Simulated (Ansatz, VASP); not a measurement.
**Two plane-wave programs on Ta**

```
Ta
1.0
    -1.64549    1.64549    1.64549
     1.64549   -1.64549    1.64549
     1.64549    1.64549   -1.64549
Ta
1
Direct
  0.00000 0.00000 0.00000
```

Alike in both runs: functional PBE; k mesh 15 × 15 × 15; no spin polarisation.

Ansatz relaxed the structure, and its values are those at the end. VASP's run is a single point on that final structure, the one shown.

```csv
,VASP,Ansatz
version,VASP 6.6.1,Ansatz 0.2.0
potentials or method,"VASP PAW PBE potentials, release 64 (Ta_pv)","plane waves, PAW"
plane-wave cutoff (eV),520,420
occupations,"methfessel-paxton of order 1, width 0.1 eV","cold, width 0.1 eV"
valence electrons in the cell,11,13
```

```tsv
	VASP	Ansatz	Ansatz less VASP
pressure (GPa)	5.0	5.0	-0.02
```

The two sets of potentials don't hold the same shells in valence.

Spin-orbit coupling is left out, which matters for the levels of Ta.
